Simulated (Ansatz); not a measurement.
# LiBr (Fm-3m): from the cell to its phonons

How does LiBr (Fm-3m) vibrate, and is this structure a minimum?

Main program and level: Ansatz 0.2.0; DFT PBE, scalar-relativistic, plane waves, PAW.

Most raw output is cut from this account.

## 1. The starting structure

The structure is cubic, space group Fm-3m (No. 225). Conventional cell: a = 5.501 Å, b = 5.501 Å, c = 5.501 Å, α = 90.00°, β = 90.00°, γ = 90.00°. Nearest to Li lie 6 Br at 2.75 Å. Nearest to Br lie 6 Li at 2.75 Å. Farther neighbours and most contacts between anions are not listed.

As a file:

```cif
data_structure
_symmetry_space_group_name_H-M 'Fm-3m'
_symmetry_Int_Tables_number 225
_cell_length_a 5.5013
_cell_length_b 5.5013
_cell_length_c 5.5013
_cell_angle_alpha 90.000
_cell_angle_beta 90.000
_cell_angle_gamma 90.000
_cell_volume 166.49
loop_
_atom_site_label
_atom_site_type_symbol
_atom_site_symmetry_multiplicity
_atom_site_Wyckoff_symbol
_atom_site_fract_x
_atom_site_fract_y
_atom_site_fract_z
_atom_site_occupancy
Li1 Li 4 a 0.00000 0.00000 0.00000 1
Br1 Br 4 b 0.50000 0.00000 0.00000 1
```

## 2. Relaxation

Harmonic phonons are second derivatives at a point where the forces vanish, and they are wanted at zero stress, so atoms and cell are relaxed first.

input.yaml

```yaml
crystal:
  lattice:
    - [0.0, 2.75065, 2.75065]
    - [2.75065, 0.0, 2.75065]
    - [2.75065, 2.75065, 0.0]
  atoms:
    - { symbol: Li, position: [0.0, 0.0, 0.0] }
    - { symbol: Br, position: [0.5, 0.5, 0.5] }
kpoints:
  mp_grid: { grid: [8, 8, 8] }
hamiltonian:
  xc: pbe
scf:
  occupations: { method: gaussian, width: 0.02 }
output:
  forces: true
  stress: true
  eigenvalues: true
relax:
  adjacent_minimum: "off"
  f_tol: 0.005
  max_steps: 80
  cell: { stress_tol: 0.05 }
```

Run with:

```console
$ ansatz run input.yaml --threads 4 --pin off --max-ram 7168MiB --backend cpu --events-out ev --progress --plain --runs-dir out
```

It took 0.86 s on 4 threads of Arm Neoverse V2, shared host; peak memory 0.29 GiB.

Step by step:

```csv
step,energy less that of the first step (eV),largest force component (eV/Å),pressure (GPa),volume (Å³)
1,0.0000,0.0000,0.14,41.62
2,-0.0001,0.0000,0.00,41.84
3*,-0.0001,0.0000,0.00,41.84
```

Relaxation steps marked * repeat the geometry before them on a plane-wave basis chosen anew for their cell, so energy and pressure can jump there.

Forces are held to the 48 operations that the run works with; a distortion that breaks them can't arise in this run.

```csv
"conventional cell, symmetrised",before,after,change
a (Å),5.501,5.511,+0.2 %
b (Å),5.501,5.511,+0.2 %
c (Å),5.501,5.511,+0.2 %
volume (Å³/atom),20.81,20.92,+0.5 %
```

The relaxed structure:

```xyz
2
Lattice="0.0000 2.7554 2.7554 2.7554 0.0000 2.7554 2.7554 2.7554 0.0000" Properties=species:S:1:pos:R:3 pbc="T T T"
Li    0.0000    0.0000    0.0000
Br    2.7554    2.7554    2.7554
```

This step gave:

```
pressure           : 0.002200 GPa
gap on the k-mesh  : 4.915 eV
volume per atom    : 20.92 Å³
direct gap on mesh : 4.915 eV
```

In this step the volume went from 20.81 to 20.92 Å³/atom.

## 3. Relaxing to small forces for the phonons

Phonons need a cell at rest on their own settings, so the relaxation is repeated with tight tolerances on forces and stress on the k mesh and occupations of the first response run.

input.yaml

```yaml
crystal:
  lattice:
    - [0.0, 2.7554040619, 2.7554040619]
    - [2.7554040619, 0.0, 2.7554040619]
    - [2.7554040619, 2.7554040619, 0.0]
  atoms:
    - { symbol: Li, position: [0.0, 0.0, 0.0] }
    - { symbol: Br, position: [0.5, 0.5, 0.5] }
kpoints:
  mp_grid: { grid: [8, 8, 8] }
hamiltonian:
  xc: pbe
scf:
  occupations: { method: fixed }
output:
  forces: true
  stress: true
  eigenvalues: true
  write_density: true
  write_potential: true
  elf: true
  volumetric_format: npy
relax:
  adjacent_minimum: "off"
  f_tol: 0.001
  max_steps: 60
  cell: { stress_tol: 0.01 }
```

Wall time 0.68 s (4 threads); peak memory 0.29 GiB; 2 s of CPU time.

Little changed from the start: no atom moved by 0.005 Å and no cell edge by 0.1 %.

This step gave:

| Quantity | Value |
| --- | --- |
| pressure | 0.002196 GPa |

Valence density in the ac plane of the conventional cell at fractional y = 0.000, with atoms of Li and Br within 0.2 Å of it. It is the smooth field of the valence electrons, not physical close to the nuclei.

Ten steps, logarithmic in the rise over the least value, from '_' (0.0 e/Å³) to '@' (7.1 e/Å³), each cell a mean:
```
%%++__..--++++==++++==::__::%%
--..____::==++++++++--..____::
________..::======--::________
::....____..::::::..______..::
====::..________________::--==
++++==::____..--::____..--++++
==++++--..__++%%##::__::==++++
--++++--....##@@%%--__::==++==
++++++--..__--##++..__::==++++
++++--..______..______..::==++
----::______......______..::--
....______..------::..______..
________::--++++++==::..______
**--__..--++++++++++==..__..++
@@**__..--++++--==++==::__--%%
```
Columns run along a (5.5 Å), rows up along c (5.5 Å), edges of the conventional cell, whose origin can differ from the input's. Atoms in or near the plane, at fractional coordinates: Li at (0.00, 0.00), Li at (0.50, 0.50), Br at (0.50, 0.00), Br at (0.00, 0.50).

ELF in the ac plane of the conventional cell at fractional y = 0.000, with atoms of Li and Br within 0.2 Å of it. It is the smooth field of the valence electrons, not physical close to the nuclei.

Ten even steps from '_' (0.33 × 1e-1) to '@' (9.80 × 1e-1), each cell a mean:
```
@@==__==%%%%==__::##%%**....%%
::____::**%%%%**##%%##==____..
....____--##%%%%%%##++..____..
**++--____--**##**==..__..==**
%%%%**--____......____..++##%%
##%%%%**::____....____==##%%##
..++%%##--__==@@##....**%%##::
__==%%%%==__**@@@@....##%%**__
--##%%##--__::**==__..**%%%%==
%%%%##++..____________--##%%%%
%%##++..__..--==--::____--**%%
==--..__..++##%%##**--____::==
______..++##%%%%%%%%**--______
++::__--##%%##==++%%%%++..__==
@@++__==%%%%--__..##%%**..::@@
```
Columns run along a (5.5 Å), rows up along c (5.5 Å), edges of the conventional cell, whose origin can differ from the input's. Atoms in or near the plane, at fractional coordinates: Li at (0.00, 0.00), Li at (0.50, 0.50), Br at (0.50, 0.00), Br at (0.00, 0.50).

Electrostatic potential energy in the ac plane of the conventional cell at fractional y = 0.000, with atoms of Li and Br within 0.2 Å of it. With pseudopotentials it is smooth inside the atoms' cores, unlike the true potential.

Ten even steps from '_' (-72 eV) to '@' (7 eV), each cell a mean:
```
++##@@@@@@**..____==%%@@@@%%**
##%%@@@@@@%%++--==##@@@@@@@@%%
@@@@@@@@@@@@@@%%%%@@@@@@@@@@@@
@@@@@@@@@@@@@@@@@@@@@@@@@@@@@@
%%@@@@@@@@@@@@@@@@@@@@@@@@@@%%
--**%%@@@@@@%%%%%%@@@@@@@@##==
__::##@@@@@@##++**%%@@@@%%==__
__..**@@@@%%**==++%%@@@@%%--__
..--%%@@@@@@##**##%%@@@@@@++..
**%%@@@@@@@@@@%%@@@@@@@@@@%%**
@@@@@@@@@@@@@@@@@@@@@@@@@@@@@@
@@@@@@@@@@@@@@@@@@@@@@@@@@@@@@
@@@@@@@@@@@@%%**##%%@@@@@@@@@@
**%%@@@@@@%%--..::**@@@@@@%%##
==**@@@@@@**..____--%%@@@@##++
```
Columns run along a (5.5 Å; values clipped at the 3rd and 97th percentile), rows up along c (5.5 Å), edges of the conventional cell, whose origin can differ from the input's. Atoms in or near the plane, at fractional coordinates: Li at (0.00, 0.00), Li at (0.50, 0.50), Br at (0.50, 0.00), Br at (0.00, 0.50).

The forces vanish by symmetry and the pressure is 0.002 GPa, within the tolerances set. The cell now holds 20.92 Å³/atom.

## 4. Modes at Γ

The zone centre comes first: it holds the modes that light can see, as far as symmetry allows. The response to a homogeneous field gives the Born charges and the dielectric tensor.

input.yaml, the sections that differ from step 3:

```yaml
output:
  eigenvalues: true
phonons:
  method: dfpt
  dielectric: true
  rigid_motions: translations
# crystal, kpoints, hamiltonian, scf: as in step 3
# relax: removed
```

Wall time 2.3 s (4 threads); peak memory 0.36 GiB; 8.2 s of CPU time.

Numbers from this step:

```yaml
sum_rule_residual_before_enforcement: 1.73e-4 eV/Å²
miss_of_the_charge_sum_rule: 3.25e-5 e
point_group: m-3m
highest_optical_mode_at_the_zone_centre_no_lo_to_term: 141.0 cm⁻¹
lowest_optical_zone_centre_mode: 141.0 cm⁻¹
mean_high_frequency_dielectric_constant: 3.413
largest_born_charge_third_of_the_trace: 1.241 e
mean_static_dielectric_constant: 17.68
top_of_the_zone_centre_spectrum_with_the_field: 320.9 cm⁻¹
```

Without the LO-TO term. Patterns of degenerate modes are one choice out of their space. Modes at Γ, with each element's share of the kinetic energy:

```csv
mode,frequency (cm⁻¹),symmetry,Li %,Br %
1,0.0,acoustic,8,92
2,0.0,acoustic,8,92
3,0.0,acoustic,8,92
4,141.0,T1u,92,8
5,141.0,T1u,92,8
6,141.0,T1u,92,8
```

Displacements in mode 6 (141.0 cm⁻¹), the largest set to 1:
```
Li1  0.00  1.00 -0.09
Br2  0.00 -0.09  0.01
```

Optical modes at the zone centre, without and with the macroscopic field of the longitudinal modes; each column is sorted by frequency, so a row need not hold one and the same mode. Modes with and without the field, by row:

```csv
rank among optical modes,no field (cm⁻¹),"q along (1, 0, 0) (cm⁻¹)"
1,141,141
2,141,141
3,141,320.9
```

Born charge (rows field, columns displacement) (e), principal values of the symmetric part by kind of site:

```csv
atom,atoms with these values,low,middle,high,mean
Li1,1,1.24,1.24,1.24,1.24
Br2,1,-1.24,-1.24,-1.24,-1.24
```

In full for Li1:

```
1.24 0.00 0.00
0.00 1.24 0.00
0.00 0.00 1.24
```

High-frequency dielectric tensor:

```
3.41 0.00 0.00
0.00 3.41 0.00
0.00 0.00 3.41
```

Static dielectric tensor (ions relaxed, fixed cell):

```
17.68  0.00  0.00
 0.00 17.68  0.00
 0.00  0.00 17.68
```

Transverse modes. Infrared lines, with heights relative to the strongest:

```csv
position (cm⁻¹),label,relative intensity
141,T1u,100
```

Before it was imposed, the acoustic sum rule was missed by 1.7e-4 eV/Å² and the charge sum rule by 3.3e-5 e. Small misses are needed for a sound result but don't prove that mesh and cutoff are converged. The lowest optical mode is real, 141 cm⁻¹.

## 5. Phonons on a q mesh

Stability and thermal properties need the whole zone. Linear response on a 4×4×4 q mesh gives force constants as far as a supercell of that size would, and the tensors from the zone-centre run are typed in so that the long-range dipole term is interpolated apart.

input.yaml, the sections that differ from step 4:

```yaml
phonons:
  method: dfpt
  qmesh: [4, 4, 4]
  temperatures: { t_max: 1000, t_step: 50 }
  qpath:
    path:
      - [[0.0, 0.0, 0.0], [0.5, 0.0, 0.5], [0.625, 0.25, 0.625]]
      - [[0.375, 0.375, 0.75], [0.0, 0.0, 0.0], [0.5, 0.5, 0.5], [0.5, 0.25, 0.75], [0.5, 0.0, 0.5]]
    npoints: 10
  non_analytic_term:
    high_frequency_dielectric_tensor: [[3.4129, 0.0, 0.0], [0.0, 3.4129, 0.0], [0.0, 0.0, 3.4129]]
    born_effective_charges:
      - { species: Li, tensor: [[1.2407, 0.0, 0.0], [0.0, 1.2407, 0.0], [0.0, 0.0, 1.2407]] }
      - { species: Br, tensor: [[-1.2407, 0.0, 0.0], [0.0, -1.2407, 0.0], [0.0, 0.0, -1.2407]] }
    source: "zone-centre run at this cell"
# crystal, kpoints, hamiltonian, scf, output: as in step 4
```

Run time: 33 s. Hardware: 4 threads; peak memory 0.68 GiB; 2.1 min of CPU time.

Numbers from this step:

```
sum-rule residual before enforcement                       : 8.24e-5 eV/Å²
lowest frequency on the path                               : 0 cm⁻¹
highest frequency on the path or at a solved wavevector    : 345.3 cm⁻¹
mean frequency                                             : 139.4 cm⁻¹
Debye temperature (second moment)                          : 291 K
logarithmic mean frequency                                 : 122.5 cm⁻¹
lowest mode on the q mesh (acoustic modes at Γ apart)      : 45.96 cm⁻¹
zero-point energy per atom                                 : 25.92 meV
heat capacity at 300 K                                     : 23.83 J/(mol atoms K)
vibrational entropy at 300 K                               : 38.79 J/(mol atoms K)
edges of the widest gap between branches, on path and mesh : 122.1, 140.3 cm⁻¹
```

Frequencies (cm⁻¹) solved at each irreducible wavevector; negative means imaginary. Frequencies by wavevector, by row:

```csv
q in reciprocal lattice units,star,mode 1,mode 2,mode 3,mode 4,mode 5,mode 6
0 0 0,1,0,0,0,141,141,141
0 0 0.25,8,46,46,88.8,155.7,155.7,332.5
0 0 -0.5,4,61.6,61.6,122.1,170.6,170.6,345.3
0 0.25 0.25,6,58.8,58.8,90.5,148.7,148.7,259.6
0 0.25 -0.5,24,72.2,86.9,110.6,159.4,167.9,249.4
0 0.25 -0.25,12,62,85.2,107.5,159.4,166.5,288.4
0 -0.5 -0.5,3,77.1,77.1,113.9,150.5,150.5,169
0.25 -0.5 -0.25,6,88.3,100.2,100.2,163.3,163.3,212.1
```

Interpolated from a 4×4×4 q mesh, with the LO-TO term (at Γ the limit along the path; where Γ stands inside the path, tables give the limit on arrival). Phonon branches along the path, in cm⁻¹:

```csv
point,branch 1,branch 2,branch 3,branch 4,branch 5,branch 6
Γ,0,0,0,141,141,321
halfway,59,59,90,149,149,260
X,77,77,114,150,150,169
halfway,77,86,112,154,169,171
U,76,100,108,164,166,215
jump to K,76,100,108,164,166,215
halfway,52,68,95,154,164,309
Γ,0,0,0,141,141,321
halfway,46,46,89,156,156,332
L,62,62,122,171,171,345
halfway,72,86,114,167,168,276
W,88,100,100,163,163,212
halfway,84,85,111,157,168,184
X,77,77,114,150,150,169
```

Tetrahedra on a 20×20×20 mesh, mean over bins of 5 cm-1. Interpolated from a 4×4×4 q mesh. Phonon density of states against wavenumber; read off at these points:

```csv
wavenumber (cm⁻¹),phonon density of states (1/cm⁻¹/cell)
2,2.0e-5
12,4.0e-4
22,0.00166
32,0.00409
38,0.00608
48,0.0127
58,0.0276
68,0.0521
78,0.0624
88,0.0329
98,0.0285
108,0.0724
112,0.0510
122,0.0024
132,0
142,0.00617
152,0.0526
162,0.101
168,0.130
172,0.00942
178,0.00203
188,0.00253
198,0.00322
208,0.00443
218,0.00602
228,0.00597
238,0.00612
242,0.00611
252,0.00636
262,0.00644
272,0.00674
282,0.00696
292,0.0074
302,0.00788
312,0.00909
318,0.0106
328,0.00581
338,0.00281
348,0
```

The partial phonon density of states has structure finer than the step of the table below, so its rows give means over 10 cm⁻¹, whole bins alone (the curve runs from -10 to 366 cm⁻¹). Peaks (cm⁻¹: height): Br 75.0: 0.0596, 110.4: 0.0652; Li 167.1: 0.108.

Phonopy on the run's constants, 17x17x17 mesh, Gaussian sigma 2.7 cm-1. Interpolated from a 4×4×4 q mesh. The partial phonon density of states by wavenumber; means over each step; values in 1/cm⁻¹/cell:

```csv
wavenumber (cm⁻¹),Br,Li
0,5.4e-5,4.8e-6
10,3.0e-4,2.3e-5
20,0.00131,9.6e-5
30,0.00319,1.9e-4
40,0.00750,3.6e-4
50,0.0156,5.0e-4
60,0.0355,6.8e-4
70,0.0539,9.2e-4
80,0.0496,0.00100
90,0.0317,5.9e-4
100,0.0291,6.0e-4
110,0.0534,0.00106
120,0.0126,1.7e-4
130,1.9e-4,2.8e-5
140,3.0e-4,0.00526
150,0.00162,0.0384
160,0.00201,0.0853
170,8.0e-4,0.0669
180,2.2e-5,0.00312
190,2.2e-5,0.00290
200,2.2e-5,0.00315
210,2.6e-5,0.00528
220,3.2e-5,0.00577
230,3.3e-5,0.00580
240,5.1e-5,0.00643
250,5.2e-5,0.00588
260,5.7e-5,0.00627
270,9.1e-5,0.00630
280,9.4e-5,0.00763
290,1.1e-4,0.00580
300,1.7e-4,0.00829
310,2.2e-4,0.00782
320,3.4e-4,0.00996
330,1.0e-4,0.00481
340,1.9e-5,0.00254
350,0,1.7e-4
360,0,0
```

Second derivatives of the energy by pair, one row for each kind of neighbour of each atom listed. Each entry sums the pair over the periodic images of the supercell that the q mesh stands for, and in a polar crystal it holds the long-range dipole part too. Force constants by pair, by row:

```csv
atom,neighbour,distance (Å),third of the trace (eV/Å²),along the pair's line (eV/Å²)
Li1,itself,0,1.039,–
Li1,Br,2.755,-0.1524,-0.1698
Li1,Li,3.897,0.0211,-0.1824
Li1,Br,4.772,-0.0102,0.0766
Li1,Li,5.511,-0.0759,-0.2059
Li1,Br,6.161,0.0119,0.0712
Li1,Li,6.749,-0.0047,-0.0412
Br2,itself,0,2.318,–
Br2,Li,2.755,-0.1524,-0.1698
Br2,Br,3.897,-0.1153,-0.508
Br2,Li,4.772,-0.0102,0.0766
Br2,Br,5.511,-0.0051,-0.0634
Br2,Li,6.161,0.0119,0.0712
Br2,Br,6.749,-0.0072,-0.041
```

Harmonic thermodynamic functions per atom, from the density of states. Interpolated from a 4×4×4 q mesh. Thermodynamic functions, by row:

```csv
T (K),F_vib (meV/atom),S (J/mol-atom/K),C_V (J/mol-atom/K)
0,25.92,0,0
50,25.06,5.352,9.909
100,19.71,15.08,17.88
200,-3.88,29.34,22.61
300,-39.47,38.79,23.83
400,-83.42,45.72,24.3
500,-133.7,51.17,24.53
600,-189.2,55.65,24.65
700,-248.8,59.46,24.73
800,-312.2,62.76,24.78
900,-378.8,65.68,24.81
1000,-448.3,68.3,24.84
```

Harmonic mean-square displacement, third of the trace. Interpolated from a 4×4×4 q mesh. Mean square displacements, by row:

```csv
T (K),Li1 U_eq (Å²),Br2 U_eq (Å²)
0,0.01367,0.00276
100,0.0174,0.00632
300,0.03861,0.01764
600,0.07435,0.03503
```

Symmetry leaves 8 wavevectors to solve. The lowest mode among them, the acoustic zeros apart, lies at q = (0, 0, 0.25) and is real, 46.0 cm⁻¹.

## 6. The same by displaced supercells

Finite displacements in a 2×2×2 supercell give force constants from forces alone. They are exact at the wavevectors that the supercell holds, where they check the linear-response result.

Edit input.yaml of step 5 so:

```diff
@@ -17,4 +17,4 @@
 phonons:
-  method: dfpt
-  qmesh: [4, 4, 4]
+  method: fd
+  supercell: [2, 2, 2]
   temperatures: { t_max: 1000, t_step: 50 }
```

Elapsed: 8.6 s, on 4 threads; peak memory 0.82 GiB.

This step gave:

```yaml
atoms_in_the_supercell: 16
sum_rule_residual_before_enforcement: 1.80e-4 eV/Å²
```

Interpolated from a 2×2×2 supercell, rough between the solved points, with the LO-TO term (at Γ the limit along the path; where Γ stands inside the path, tables give the limit on arrival). The phonon branches at the labelled points (cm⁻¹):

```csv
point,branch 1,branch 2,branch 3,branch 4,branch 5,branch 6
Γ,0,0,0,141,141,321
halfway,58,58,90,175,175,273
X,77,77,114,150,150,169
halfway,76,84,111,150,172,175
U,71,97,104,147,188,218
jump to K,71,97,104,147,188,218
halfway,54,64,95,137,194,314
Γ,0,0,0,141,141,321
halfway,47,47,88,155,155,333
L,62,62,122,171,171,345
halfway,69,80,113,157,179,289
W,85,97,97,184,184,188
halfway,82,84,109,166,170,178
X,77,77,114,150,150,169
```

Tetrahedra on a 20×20×20 mesh, mean over bins of 5 cm-1. Interpolated from a 2×2×2 supercell, rough between the solved points. Phonon density of states against wavenumber; read off at these points:

wavenumber (cm⁻¹), phonon density of states (1/cm⁻¹/cell) and a bar:
```
        2     0.0000 
       12     0.0004 
       28     0.0025 #
       38     0.0058 ##
       52     0.0192 ########
       62     0.0608 #########################
       68     0.0655 ###########################
       72     0.0625 #########################
       88     0.0308 #############
       98     0.0146 ######
      108     0.0736 ##############################
      122     0.0020 #
      132     0.0000 
      148     0.0350 ##############
      152     0.0571 #######################
      158     0.0532 ######################
      168     0.0264 ###########
      178     0.0427 #################
      182     0.0375 ###############
      192     0.0181 #######
      202     0.0060 ##
      218     0.0040 ##
      228     0.0045 ##
      242     0.0052 ##
      252     0.0056 ##
      262     0.0061 ##
      278     0.0069 ###
      288     0.0076 ###
      298     0.0085 ###
      312     0.0109 ####
      322     0.0132 #####
      338     0.0040 ##
      348     0.0000
```

At Γ the two methods differ by at most 0.0 cm⁻¹.

## 7. Results

```
space group after relaxation (within 0.01 Å)            : Fm-3m
volume per atom                                         : 20.9 Å³
gap on the k-mesh                                       : 4.92 eV
highest optical mode at the zone centre (no LO-TO term) : 141 cm⁻¹
top of the zone-centre spectrum with the field          : 321 cm⁻¹
lowest optical zone-centre mode                         : 141 cm⁻¹
mean high-frequency dielectric constant                 : 3.41
mean static dielectric constant                         : 17.7
largest Born charge (third of the trace)                : 1.24 e
lowest mode on the q mesh (acoustic modes at Γ apart)   : 46.0 cm⁻¹
highest frequency on the path or at a solved wavevector : 345 cm⁻¹
zero-point energy per atom                              : 25.9 meV
heat capacity at 300 K                                  : 23.8 J/(mol atoms K)
vibrational entropy at 300 K                            : 38.8 J/(mol atoms K)
Debye temperature (second moment)                       : 291 K
imaginary modes on the 4×4×4 q mesh                     : none
```

In words: The structure is a minimum as far as tested: no mode is imaginary at the 8 irreducible wavevectors of the 4×4×4 mesh, and the softest away from the acoustic zeros lies at 46 cm⁻¹. Without the field, the optical modes at Γ form one degenerate level at 141 cm⁻¹. The highest mode in this list at Γ, 141.0 cm⁻¹, is mostly motion of Li (92 % of the kinetic energy). With the macroscopic field of the longitudinal modes the top of the zone-centre spectrum lies at 321 cm⁻¹, against 141 cm⁻¹ without it. Lattice motion raises the mean dielectric constant from 3.413 to 17.68. The strongest infrared line is at 141 cm⁻¹. On the path and the mesh, the widest gap between branches runs from 122 to 140 cm⁻¹. Finite displacements and linear response differ by 0.0 cm⁻¹ in the highest zone-centre mode. These are harmonic frequencies at zero temperature: anharmonic shifts, linewidths and thermal expansion are left out.

[Logs are printed without paths, hosts, clocks, repeated set-up lines and the standing remarks that a program may print on its own settings, such as how far it seeks lower states.]

[Hosts, paths, dates, database ids (printed as entryN), source tags and the programs' standing remarks are cut or masked in the printed files.]
